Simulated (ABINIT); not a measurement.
Pt in ABINIT: the effect of potentials

Pt:

```
Pt
1.0
     0.00000    1.96090    1.96090
     1.96090    0.00000    1.96090
     1.96090    1.96090    0.00000
Pt
1
Direct
  0.00000 0.00000 0.00000
```

Alike in all runs:

| Quantity | Value |
| --- | --- |
| Program | ABINIT 10.8.3 (patched build) |
| Task | single point |
| Functional | PBEsol |
| k mesh | 12 × 12 × 12 |
| Occupations | fermi-dirac, width 0.05 eV |
| Spin | no spin polarisation |

```tsv
potentials	cutoff	pressure (GPa)
PseudoDojo NC SR PBEsol v0.4.1 standard	1143 eV	-1.2
PseudoDojo NC SR PBEsol v0.4 stringent	1143 eV	-1.2
JTH PAW PBE v2.0	435 eV	?
```

Question: What does the run with potentials JTH PAW PBE v2.0 give?

Answer: Pressure 1.0 GPa.

Caveats: the PAW data sets were made with another functional, which shifts forces and pressure a little (some runs).

The runs don't all hold the same shells in valence.
